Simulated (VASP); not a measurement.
# LiHF2 (P4/mmm) in VASP: settings compared

Aim: see how the results for LiHF2 move with the level of theory and the settings. Levels: PBEsol, r2SCAN+rVV10. Tasks: single point, relaxation of cell and atoms.

All numbers are computed with VASP 6.6.1; they aren't measurements. Logs are shortened: lines on timing, memory, paths and dates and some standing lists are left out, and cuts for length are marked.

## Step 1: The crystal as given

It takes space group P4/mmm (No. 123, tetragonal). Conventional cell: a = 2.698 Å, b = 2.698 Å, c = 3.620 Å, α = 90.00°, β = 90.00°, γ = 90.00°. Around Li (site symmetry 4/mmm) lie 6 F at 1.81 to 1.91 Å. H (site symmetry 4/mmm) has 6 F at 1.81 to 1.91 Å as nearest neighbours. F (site symmetry 4/mmm) is surrounded by 2 Li at 1.81 Å and 4 H at 1.91 Å. F (site symmetry 4/mmm) has 2 H at 1.81 Å and 4 Li at 1.91 Å as nearest neighbours.

The cell was built by a generator and needn't be a form met in nature.

## Step 2: Single point, PBEsol

INCAR reads:

```
SYSTEM = LiHF2
PREC     = Accurate       ! precision mode
ENCUT    = 520            ! plane-wave cutoff, eV
EDIFF    = 1E-6           ! SCF threshold, eV
ISMEAR   = -1             ! smearing method
SIGMA    = 0.03           ! smearing width, eV
LREAL    = .FALSE.        ! projectors in reciprocal space
LASPH    = .TRUE.         ! aspherical terms in the spheres
NELM     = 100            ! most SCF steps
ALGO     = Fast           ! electronic algorithm
ISIF     = 2              ! what is computed and relaxed
LWAVE    = .FALSE.        ! write WAVECAR
LCHARG   = .FALSE.        ! write CHGCAR
GGA      = PS             ! functional
NBANDS   = 17             ! bands
```

KPOINTS reads:

```
Automatic mesh
0
G
  8 8 6
  0 0 0
```

POSCAR reads:

```
LiHF2
1.0
    2.6982431430      0.0000000000      0.0000000000
    0.0000000000      2.6982431430      0.0000000000
    0.0000000000      0.0000000000      3.6195139525
Li H F
1 1 2
Direct
    0.0000000000      0.0000000000      0.0000000000
    0.5000000000      0.5000000000      0.5000000000
    0.0000000000      0.0000000000      0.5000000000
    0.5000000000      0.5000000000      0.0000000000
```

Potentials or basis: VASP PAW PBE potentials, release 64 (Li_sv, H, F).

The run is started by

```
> cat potpaw_PBE.64/Li_sv/POTCAR potpaw_PBE.64/H/POTCAR potpaw_PBE.64/F/POTCAR > POTCAR
> mpirun -np 1 vasp_std > vasp.out
```

OUTCAR:

```text
SYSTEM = LiHF2
   PREC = Accurate
   ENCUT = 520
   EDIFF = 1E-6
   ISMEAR = -1
   LREAL = .FALSE.
   LASPH = .TRUE.
   NELM = 100
   ISIF = 2
   GGA = PS

 ion  position               nearest neighbor table
   1  0.000  0.000  0.000-   3 1.81   3 1.81   4 1.91   4 1.91   4 1.91   4 1.91
   2  0.500  0.500  0.500-
   3  0.000  0.000  0.500-   1 1.81   1 1.81
   4  0.500  0.500  0.000-   1 1.91   1 1.91   1 1.91   1 1.91

  LATTYP: Found a simple tetragonal cell.
 ALAT       =     2.6982431430
 C/A-ratio  =     1.3414335776

  Lattice vectors:

 A1 = (   2.6982431430,   0.0000000000,   0.0000000000)
 A2 = (   0.0000000000,   2.6982431430,   0.0000000000)
 A3 = (   0.0000000000,   0.0000000000,   3.6195139525)

Analysis of symmetry for initial positions (statically):
=====================================================================
 Subroutine PRICEL returns:
 Original cell was already a primitive cell.

 Routine SETGRP: Setting up the symmetry group for a
 simple tetragonal supercell.

 Subroutine GETGRP returns: Found 16 space group operations
 (whereof 16 operations were pure point group operations)
 out of a pool of 16 trial point group operations.

The static configuration has the point symmetry D_4h.

Analysis of symmetry for dynamics (positions and initial velocities):
=====================================================================
 Subroutine PRICEL returns:
 Original cell was already a primitive cell.

 Routine SETGRP: Setting up the symmetry group for a
 simple tetragonal supercell.

 Subroutine GETGRP returns: Found 16 space group operations
 (whereof 16 operations were pure point group operations)
 out of a pool of 16 trial point group operations.

The dynamic configuration has the point symmetry D_4h.

 Subroutine INISYM returns: Found 16 space group operations
 (whereof 16 operations are pure point group operations),
 and found     1 'primitive' translations

----------------------------------------------------------------------------------------

                                     Primitive cell

  volume of cell :      26.3519

  direct lattice vectors                    reciprocal lattice vectors
     2.698243143  0.000000000  0.000000000     0.370611523  0.000000000  0.000000000
     0.000000000  2.698243143  0.000000000     0.000000000  0.370611523  0.000000000
     0.000000000  0.000000000  3.619513953     0.000000000  0.000000000  0.276280189

  length of vectors
     2.698243143  2.698243143  3.619513953     0.370611523  0.370611523  0.276280189

  position of ions in fractional coordinates (direct lattice)
     0.000000000  0.000000000  0.000000000
     0.500000000  0.500000000  0.500000000
     0.000000000  0.000000000  0.500000000
     0.500000000  0.500000000  0.000000000

  ion indices of the primitive-cell ions
   primitive index   ion index
                 1           1
                 2           2
                 3           3
                 4           4

----------------------------------------------------------------------------------------

 KPOINTS: Automatic mesh

Automatic generation of k-mesh.
 Grid dimensions read from file:
 generate k-points for:    8    8    6

 Generating k-lattice:

  Cartesian coordinates                     Fractional coordinates (reciprocal lattice)
     0.046326440  0.000000000  0.000000000     0.125000000  0.000000000  0.000000000
     0.000000000  0.046326440  0.000000000     0.000000000  0.125000000  0.000000000
     0.000000000  0.000000000  0.046046698     0.000000000  0.000000000  0.166666667

  Length of vectors
     0.046326440  0.046326440  0.046046698

  Shift w.r.t. Gamma in fractional coordinates (k-lattice)
     0.000000000  0.000000000  0.000000000

 Subroutine IBZKPT returns following result:
 ===========================================

 Found     60 irreducible k-points:

 Following reciprocal coordinates:
            Coordinates               Weight
  0.000000  0.000000  0.000000      1.000000
  0.125000  0.000000  0.000000      4.000000
  0.250000  0.000000  0.000000      4.000000
  0.375000  0.000000  0.000000      4.000000
  0.500000  0.000000  0.000000      2.000000
  0.125000  0.125000  0.000000      4.000000
[... 16 lines left out ...]
  0.375000  0.125000  0.166667     16.000000
  0.500000  0.125000  0.166667      8.000000
 [... further k-points ...]
   k-points           NKPTS =     60   k-points in BZ     NKDIM =     60   number of bands    NBANDS=     17
   number of dos      NEDOS =    301   number of ions     NIONS =      4
   total plane-waves  NPLWV =  11200
   dimension x,y,z NGX =    20 NGY =   20 NGZ =   28
   dimension x,y,z NGXF=    40 NGYF=   40 NGZF=   56
   ions per type =               1   1   2
   NGX,Y,Z   is equivalent  to a cutoff of  12.32, 12.32, 12.86 a.u.
   NGXF,Y,Z  is equivalent  to a cutoff of  24.65, 24.65, 25.72 a.u.
 SYSTEM =  LiHF2
   PREC   = accura    normal or accurate (medium, high low for compatibility)
   ISTART =      0    job   : 0-new  1-cont  2-samecut
   ICHARG =      2    charge: 1-file 2-atom 10-const
   ISPIN  =      1    spin polarized calculation?
   LNONCOLLINEAR =      F non collinear calculations
   LSORBIT =      F    spin-orbit coupling
   LASPH  =      T    aspherical Exc in radial PAW
   ENCUT  =  520.0 eV  38.22 Ry    6.18 a.u.   5.02  5.02  6.73*2*pi/ulx,y,z
   NELM   =    100;   NELMIN=  2; NELMDL= -5     # of ELM steps
   EDIFF  = 0.1E-05   stopping-criterion for ELM
   LREAL  =      F    real-space projection
   EDIFFG = 0.1E-04   stopping-criterion for IOM
   NSW    =      0    number of steps for IOM
   IBRION =     -1    ionic relax: 0-MD 1-quasi-New 2-CG
   NFREE  =      0    steps in history (QN), initial steepest desc. (CG)
   ISIF   =      2    stress and relaxation
   ISYM   =      2    0-nonsym 1-usesym 2-fastsym
   POTIM  = 0.5000    time-step for ionic-motion
   TEBEG  =    0.0;   TEEND  =   0.0 temperature during run
   PSTRESS=    0.0 pullay stress
   NELECT =      18.0000    total number of electrons
   NUPDOWN=      -1.0000    fix difference up-down
   EMIN   =  10.00;   EMAX   =-10.00  energy-range for DOS
   EFERMI =   0.00;   METHOD = LEGACY
   ISMEAR =    -1;   SIGMA  =   0.03  broadening in eV -4-tet -1-fermi 0-gaus
   EFERMI_NEDOS =   21; number of points for ismear=-14 and -15
   IALGO  =     68    algorithm
   IMIX   =      4    mixing-type and parameters
     AMIX     =   0.40;   BMIX     =  1.00
     AMIX_MAG =   1.60;   BMIX_MAG =  1.00
  volume/ion in A,a.u.               =       6.59        44.46
  Fermi-wavevector in a.u.,A,eV,Ry     =   1.441766  2.724543 28.282294  2.078690
  Thomas-Fermi vector in A             =   2.560362
   LORBIT       =      0    0 simple, 1 ext, 2 COOP (PROOUT), +10 PAW based schemes
   GGA     = PS    functional components
   LHFCALC =     F    Hartree Fock is set to
   AEXX    =    0.0000 exact exchange contribution
   IVDW    =     0    specifies the selected vdW correction
   LEPSILON=     F    determine dielectric tensor
   LRPA    =     F    only Hartree local field effects (RPA)
 non-spin polarized calculation
 RMM-DIIS sequential band-by-band and
  energy-cutoff  :      520.00
  volume of cell :       26.35
 maximum number of plane-waves:       724
   NGX = 11   NGY = 11   NGZ = 13

 number of electron      17.9999991 magnetization

 Free energy of the ion-electron system (eV)
  ---------------------------------------------------
  ext. energy  EPLUGINS =         0.00000000
  ---------------------------------------------------
  free energy    TOTEN  =       -15.70443297 eV

  energy without entropy =      -15.70443297  energy(sigma->0) =      -15.70443297

 E-fermi :   0.1062     XC(G=0): -11.0048

 val. band max:       -0.6876884457   @ k =   0.0000   0.0000   0.0000
 cond. band min:       1.3054088500   @ k =   0.0000   0.0000   0.0000
 fundamental gap:      1.9930972957
 Fermi energy:         0.1061725722

 k-point     1 :       0.0000    0.0000    0.0000
  band No.  band energies     occupation
      1     -40.3545      2.00000
      2     -21.6066      2.00000
      3     -20.1715      2.00000
      4      -4.4703      2.00000
      5      -2.1480      2.00000
      6      -2.1480      2.00000
[... 9 lines left out ...]
     16      26.3419      0.00000
     17      26.3630      0.00000

 k-point     2 :       0.1250    0.0000    0.0000
  band No.  band energies     occupation
      1     -40.3476      2.00000
      2     -21.5248      2.00000
      3     -20.1862      2.00000
      4      -4.3191      2.00000
      5      -2.5767      2.00000
      6      -2.0593      2.00000
[... 9 lines left out ...]
     16      23.9182      0.00000
     17      25.1716      0.00000

 k-point     3 :       0.2500    0.0000    0.0000
  band No.  band energies     occupation
      1     -40.3309      2.00000
      2     -21.2998      2.00000
      3     -20.2474      2.00000
      4      -3.8896      2.00000
      5      -3.5625      2.00000
      6      -2.2310      2.00000
[... 9 lines left out ...]
     16      23.4543      0.00000
     17      25.0059      0.00000

 k-point     4 :       0.3750    0.0000    0.0000
  band No.  band energies     occupation
      1     -40.3142      2.00000
      2     -20.9985      2.00000
      3     -20.3816      2.00000
      4      -4.4071      2.00000
      5      -3.2541      2.00000
      6      -2.8314      2.00000
[... 9 lines left out ...]
     16      22.8156      0.00000
     17      23.8605      0.00000
[... 343 lines left out ...]
      1     -40.3233      2.00000
      2     -21.1670      2.00000
      3     -20.3175      2.00000
      4      -4.3773      2.00000
      5      -3.0051      2.00000
      6      -2.7470      2.00000
[... 9 lines left out ...]
     16      23.0992      0.00000
     17      24.1391      0.00000

 k-point    23 :       0.3750    0.1250    0.1667
  band No.  band energies     occupation
      1     -40.3074      2.00000
      2     -20.8970      2.00000
      3     -20.3978      2.00000
      4      -4.8494      2.00000
      5      -3.3363      2.00000
      6      -2.6385      2.00000
[... 9 lines left out ...]
     16      22.5900      0.00000
     17      23.3124      0.00000

 k-point    24 :       0.5000    0.1250    0.1667
  band No.  band energies     occupation
      1     -40.3007      2.00000
      2     -20.7126      2.00000
      3     -20.5018      2.00000
      4      -5.0916      2.00000
      5      -3.5231      2.00000
      6      -2.1438      2.00000
[... 9 lines left out ...]
     16      22.5302      0.00000
     17      23.0180      0.00000

 [... further k-points ...]
[... 5 lines left out ...]
  --------------------------------------------------------------------------------------
  -------------------------------------------------------------------------------------
  Total       -0.0418962     -0.0418962      0.0108875      0.0000000      0.0000000      0.0000000
  in kB       -2.5472577     -2.5472577      0.6619537      0.0000000      0.0000000      0.0000000
  external PRESSURE =      -1.4775206 kB  Pullay stress =       0.0000000 kB

 VOLUME and BASIS-vectors are now :
 -----------------------------------------------------------------------------
  energy-cutoff  :      520.00
  volume of cell :       26.35
      direct lattice vectors                 reciprocal lattice vectors
     2.698243143  0.000000000  0.000000000     0.370611523  0.000000000  0.000000000
     0.000000000  2.698243143  0.000000000     0.000000000  0.370611523  0.000000000
     0.000000000  0.000000000  3.619513953     0.000000000  0.000000000  0.276280189

 POSITION                                       TOTAL-FORCE (eV/Angst)
 -----------------------------------------------------------------------------------
      0.00000      0.00000      0.00000         0.000000      0.000000      0.000000
      1.34912      1.34912      1.80976         0.000000      0.000000      0.000000
      0.00000      0.00000      1.80976         0.000000      0.000000      0.000000
      1.34912      1.34912      0.00000         0.000000      0.000000      0.000000
 -----------------------------------------------------------------------------------
    total drift:                               -0.000000     -0.000000     -0.000000

  FREE ENERGIE OF THE ION-ELECTRON SYSTEM (eV)
  ---------------------------------------------------
  free  energy   TOTEN  =       -15.7044329669 eV

  energy  without entropy=      -15.7044329669  energy(sigma->0) =      -15.70443297
```

It took 15 s on 1 thread of AMD EPYC 9R14 (Zen 4), shared host; peak memory 0.11 GiB.

What came out:

```
Free energy            : -15.7044 eV
Band gap on the k mesh : 1.99 eV, direct
```

Caveat: the cutoff is under 1.25 times the usual one of these potentials, so pressure, stress and relaxed cells hold a basis-set (Pulay) error; the PAW data sets were made with another functional, which shifts forces and pressure a little. A hybrid or GW would open this gap; PBEsol tends to underestimate it.

[end of part 1 of 2]
